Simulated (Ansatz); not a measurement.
# InAs: the cost of one run

Method: DFT PBE, scalar-relativistic, plane waves, PAW, unless a step names another level, in Ansatz 0.2.0.

5 further runs of the same task are left out: 5 set aside as unsound or not needed.

### 1 The system as given

It takes space group F-43m (No. 216, cubic). The conventional cell has a = 6.186 Å, b = 6.186 Å, c = 6.186 Å, α = 90.00°, β = 90.00°, γ = 90.00°. In (site symmetry -43m) is surrounded by 4 As at 2.68 Å. As (site symmetry -43m) has 4 In at 2.68 Å as nearest neighbours.

Coordinates:

```xyz
2
Lattice="-2.1872 2.1872 3.0930 2.1872 -2.1872 3.0930 2.1872 2.1872 -3.0930" Properties=species:S:1:pos:R:3 pbc="T T T"
In    0.0000    2.1872    1.5465
As    0.0000    0.0000    3.0930
```

It came out lowest among 21 distinct ends of the trial cells. At a tolerance of 0.05 Å it has space group F-43m (No. 216).

### 2 Relaxing to 0.001 eV/Å, on the response runs' mesh and smearing

Contents of input.yaml:

```yaml
crystal:
  lattice:
    - [-2.1872059973, 2.1872059973, 3.0930322904]
    - [2.1872059973, -2.1872059973, 3.0930322904]
    - [2.1872059973, 2.1872059973, -3.0930322904]
  atoms:
    - { symbol: In, position: [0.75, 0.25, 0.5] }
    - { symbol: As, position: [0.5, 0.5, 0.0] }
basis:
  ecutwfc: 420
kpoints:
  mp_grid: { grid: [14, 14, 14] }
hamiltonian:
  xc: pbe
scf:
  occupations: { method: gaussian, width: 0.1 }
output:
  forces: true
  stress: true
  eigenvalues: true
relax:
  adjacent_minimum: "off"
  f_tol: 0.001
  max_steps: 60
  cell: { stress_tol: 0.01 }
```

Run with:

```console
> ansatz run input.yaml --threads 3 --pin off --max-ram 7680MiB --backend cpu --events-out ev --progress --plain --runs-dir out
```

What time and memory should one allow on 3 threads of Arm Neoverse V2, shared host?

About 14 s, with a peak of 0.59 GiB.
